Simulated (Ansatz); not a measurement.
# Cu: the cost of one run

Computed with Ansatz 0.2.0 (DFT PBE, scalar-relativistic, plane waves, PAW, unless a step's input says otherwise).

3 further runs of the same task are left out: 1 that didn't finish, 2 set aside as unsound or not needed.

**1. Starting point**

Symmetry: P6_3/mmc, No. 194, hexagonal system. The conventional cell has a = 2.534 Å, b = 2.534 Å, c = 4.113 Å, α = 90.00°, β = 90.00°, γ = 120.00°. Cu (site symmetry -6m2) is surrounded by 12 Cu at 2.52 to 2.53 Å.

As a file:

```
Cu
1.0
     2.53410    0.00000    0.00000
    -1.26705    2.19459    0.00000
     0.00000    0.00000    4.11257
Cu
2
Direct
  0.33333 0.66667 0.25000
  0.66667 0.33333 0.75000
```

The structure comes from the Materials Project (structure only).

**6. Setting up the map**

The energy is mapped over volume and the cell's shape.

First coordinate, volume per atom: 5 values from 10.53 to 13.40 Å³. Second coordinate, c/a of the conventional cell: 5 values from 1.447 to 1.842.

Nothing else is relaxed (symmetry fixes all fractional coordinates). Energies count from the relaxed crystal. Points are written as (first, second).

(The set-up runs are not shown.)

**7. Point (11.97 Å³, 1.842)**

Input file input.yaml:

```yaml
crystal:
  lattice:
    - [2.4664113939, 0.0, 0.0]
    - [-1.233205697, 2.1359749233, 0.0]
    - [0.0, 0.0, 4.5436230698]
  atoms:
    - { symbol: Cu, position: [0.3333333333, 0.6666666667, 0.25] }
    - { symbol: Cu, position: [0.6666666667, 0.3333333333, 0.75] }
basis:
  ecutwfc: 520.0
kpoints:
  mp_grid: { grid: [21, 21, 12] }
hamiltonian:
  xc: pbe
scf:
  occupations: { method: gaussian, width: 0.15 }
output:
  forces: true
  stress: true
  eigenvalues: true
```

Command:

```console
$ ansatz run input.yaml --threads 1 --pin off --max-ram 2048MiB --backend cpu --events-out ev --progress --plain --runs-dir out
```

What time and memory should one allow on 1 thread of Arm Neoverse V2, shared host?

About 9.3 s, with a peak of 0.45 GiB.
